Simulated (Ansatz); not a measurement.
# BaTe: enthalpy under pressure, worked through

All numbers below come from DFT r2SCAN, scalar-relativistic, plane waves, PAW (Ansatz 0.2.0). (500 eV cutoff, 8×8×8 k-mesh, Gaussian smearing of 0.02 eV, no spin polarisation)

Reference structure (relaxed):

```xyz
2
Lattice="0.0000 3.5318 3.5318 3.5318 0.0000 3.5318 3.5318 3.5318 0.0000" Properties=species:S:1:pos:R:3 pbc="T T T"
Ba    0.0000    0.0000    0.0000
Te    3.5318    3.5318    3.5318
```

Cell and atoms were relaxed at each target pressure within the start's symmetry (Fm-3m), at zero temperature; other phases can be more stable under pressure. H = E + PV with P the target; E is the free energy at the smearing used, whose derivative the pressure is, per atom and counted from zero pressure.

Spin-orbit coupling is left out, which matters for the bands and energies of heavy elements.

```csv
P (GPa),V (Å³/atom),E − E0 (meV),H − H0 (meV)
0,44.054,0.0,0.0
3,40.631,29.2,790.0
8,36.894,152.0,1994.2
15,33.580,384.2,3528.0
30,29.293,966.8,6451.7
60,24.649,2230.0,11460.9
```

Task: Thermodynamics gives dH/dP = V along a relaxed path. Integrate V over P by the trapezoid rule and compare with the computed enthalpies.

Result: With 1 eV/Å³ = 160.22 GPa, each step adds the mean volume times ΔP / 160.22:
```csv
P (GPa),∫V dP (meV),H − H0 (meV),difference (meV)
3,792.8,790.0,2.8
8,2002.5,1994.2,8.3
15,3542.1,3528.0,14.1
30,6485.2,6451.7,33.5
60,11535.4,11460.9,74.5
```

V(P) curves upward, so the trapezoid rule runs high; integrating a smooth curve through the same points puts that excess at about 77.4 meV at 60 GPa, against the 74.5 meV found. What is left comes from the shape of V(P) between points this far apart, and from the mesh, the smearing and the stress tolerance.

Task: At 60 GPa, how much of the enthalpy change is stored energy and how much is the PV term?

Result: E rises by 2230 meV/atom and PV is 60 × 24.649 / 160.22 = 9231 meV/atom, so PV makes 81 % of ΔH. So between rival structures at high pressure a small difference in volume can outweigh the difference in energy: 1 % of this volume is worth 92.3 meV/atom at this pressure.

Task: What bulk modulus do the lowest pressures give?

Result: From the pressures that the runs reached, -2.99 GPa (50.136 Å³) and 2.95 GPa (40.631 Å³), B = −ΔP/Δln V = 5.94 / 0.2102 = 28 GPa, a mean over that range. Where layers or molecules are held by dispersion forces, this functional describes the zero-pressure volume and B poorly.

Task: The gap is 2.198 eV at -2.99 GPa and 1.837 eV at 2.95 GPa. What pressure coefficient and volume deformation potential follow?

Result: dE_g/dP = -60.8 meV/GPa, and a_V = dE_g/d ln V = −B dE_g/dP = 1.72 eV. A gap that closes or barely moves under pressure is usual where the conduction edge lies away from the zone centre, has d character, or where the bands broaden faster than they shift. If the edges move to other points of the zone within the range, this is a mean of two slopes. Gaps are generalised Kohn–Sham gaps over the whole zone.